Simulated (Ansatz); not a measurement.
## Os (simple cubic): energy against volume

These are results of DFT, revPBE, plane waves (420 eV) with PAW, scalar-relativistic (Ansatz 0.2.0), not measurements. (PAW data from PBE, frozen cores regenerated.)

The cell is scaled uniformly from the relaxed one, with fractional coordinates and shape fixed. Energies are extrapolated to zero smearing, pressures are those at the given smearing. Magnetic state: spin not included.

A Birch-Murnaghan fit gives V₀ = 16.89 Å³/atom, B₀ = 261 GPa, B₀′ = 4.7.

Task: What are the energy above the minimum and the pressure at 15.529 Å³/atom?

Result: 104.8 meV/atom and 27.02 GPa as computed.

Task: What are the energy above the minimum and the pressure at 17.555 Å³/atom?

Result: 19.9 meV/atom and -8.96 GPa as computed.

Task: What are the energy above the minimum and the pressure at 18.905 Å³/atom?

Result: 158.6 meV/atom and -22.32 GPa as computed.
